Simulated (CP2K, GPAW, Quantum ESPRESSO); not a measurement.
Mg: 3 runs at one level of theory

```xyz
2
Lattice="3.2093 0.0000 0.0000 -1.6046 2.7793 0.0000 0.0000 0.0000 5.2103" Properties=species:S:1:pos:R:3 pbc="T T T"
Mg    1.6047    0.9264    3.9077
Mg    0.0000    1.8529    1.3026
```

Alike in all runs: task single point; functional PBE; k mesh 10 × 10 × 5; occupations fermi-dirac, width 0.05 eV; no spin polarisation; no spin-orbit coupling. Pressure is positive in compression and, in plane waves, holds the error of the finite cutoff.

| program and potentials | plane-wave cutoff (eV) | notes | pressure (GPa) |
| --- | --- | --- | --- |
| CP2K, POTENTIAL_UZH Mg GTH-PBE-q10; TZVP-MOLOPT-PBE-GTH basis | - | atomic basis; 10 valence electrons an atom on average | 0.66 |
| GPAW, GPAW PAW data sets (gpaw-data 1.2.1) | 800 | 10 valence electrons an atom on average | -0.45 |
| Quantum ESPRESSO, SSSP 1.3 efficiency PBE | 748 | 2 valence electrons an atom on average | -0.49 |

The pressure spans -0.49 (Quantum ESPRESSO, SSSP 1.3 efficiency PBE) to 0.66 GPa (CP2K, POTENTIAL_UZH Mg GTH-PBE-q10; TZVP-MOLOPT-PBE-GTH basis). Rows in atomic bases carry the error of their basis and grid, which can be large.

Differences between rows come from potentials, basis sets and numerical settings, since the functional is the same but for its coding. Runs on potential files found faulty are left out.
